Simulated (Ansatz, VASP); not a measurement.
## PtSe2 (Sudovikovite): VASP beside Ansatz

```
CELL_PARAMETERS angstrom
3.76031 0.00000 0.00000
-1.88015 3.25652 0.00000
0.00000 0.00000 4.86324
ATOMIC_POSITIONS crystal
Pt 0.00000 0.00000 0.00000
Se 0.33333 0.66667 0.26078
Se 0.66667 0.33333 0.73922
```

Alike in both runs: functional PBEsol; k mesh 15 × 15 × 8; occupations gaussian, width 0.1 eV; no spin polarisation.

Ansatz relaxed the structure, and its values are those at the end. VASP's run is a single point on that final structure, the one shown.

|  | VASP | Ansatz |
| --- | --- | --- |
| version | VASP 6.6.1 | Ansatz 0.2.0 |
| potentials or method | VASP PAW PBE potentials, release 64 (Pt, Se) | scalar-relativistic, plane waves, PAW |
| plane-wave cutoff (eV) | 520 | 420 |
| valence electrons in the cell | 22 | 50 |

|  | VASP | Ansatz | Ansatz less VASP |
| --- | --- | --- | --- |
| gap on the k mesh at the Fermi level (eV) | none | none | - |
| pressure (GPa) | 0.1 | 0.0 | -0.08 |
| rms of the force components (eV/Å) | 0.007 | 0.001 | -0.0066 |

A gap of «none» marks a metal or a gap that the smearing closes. With one functional, cell and mesh, what is left measures potentials, basis and numerics. The two sets of potentials don't hold the same shells in valence.

Caveats: the PAW data sets were made with another functional, which shifts forces and pressure a little (VASP). The runs have no spin-orbit coupling, so splittings on Pt are missing.
